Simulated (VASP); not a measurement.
Set up this calculation in VASP 6.6.1, as the native input.

| Property | Result |
| --- | --- |
| Task | single point |
| Functional | PBE |
| Potentials or basis | VASP PAW PBE potentials, release 64 (Si, C) |
| Cutoff | 520 eV |
| k mesh | 12 × 12 × 12 |
| Occupations | gaussian, width 0.1 eV |
| Spin | no spin polarisation |
| Dipole correction | no |
| Further INCAR settings | ALGO = Normal; EDIFF = 1e-07; NBANDS = 18 |

The structure of SiC4 lies in POSCAR:

```
SiC4
1.0
   -2.1882159210      2.1882159210      2.1882159210
    2.1882159210     -2.1882159210      2.1882159210
    2.1882159210      2.1882159210     -2.1882159210
Si C
1 4
Direct
    0.0000000000      0.0000000000      0.0000000000
    0.0000000000      0.0000000000      0.5000000000
    0.0000000000      0.5000000000      0.0000000000
    0.5000000000      0.0000000000      0.0000000000
    0.5000000000      0.5000000000      0.5000000000
```

The cell was built by a generator and needn't be a form met in nature.

The cell isn't the ideal one: species swapped into the MnGa4 type (Im-3m, No. 229).

One way to write it, as run:

INCAR

```
SYSTEM = SiC4
PREC = Accurate
ENCUT = 520
EDIFF = 1E-7
ISMEAR = 0
SIGMA = 0.1
LREAL = .False.
LASPH = .True.
NELM = 60
ALGO = Normal
ISIF = 2
LWAVE = .False.
LCHARG = .True.
GGA = PE
LELF = .True.
LVHAR = .True.
NBANDS = 18
```

KPOINTS

```
regular mesh
0
Gamma
  12 12 12
  0 0 0
```

Potentials or basis: VASP PAW PBE potentials, release 64 (Si, C).

Run with:

```sh
$ cat potpaw_PBE.64/Si/POTCAR potpaw_PBE.64/C/POTCAR > POTCAR
$ mpirun -np 1 vasp_std > vasp.out
```

Results of the run:

| Item | Value |
| --- | --- |
| Pressure | -0.2 GPa |
| Band gap on the k mesh | none (metal or under the smearing width) |

It took 19 s on 1 thread of Intel(R) Xeon(R) Platinum 8559C (Emerald Rapids), with other jobs on the host, peak memory 0.17 GiB.
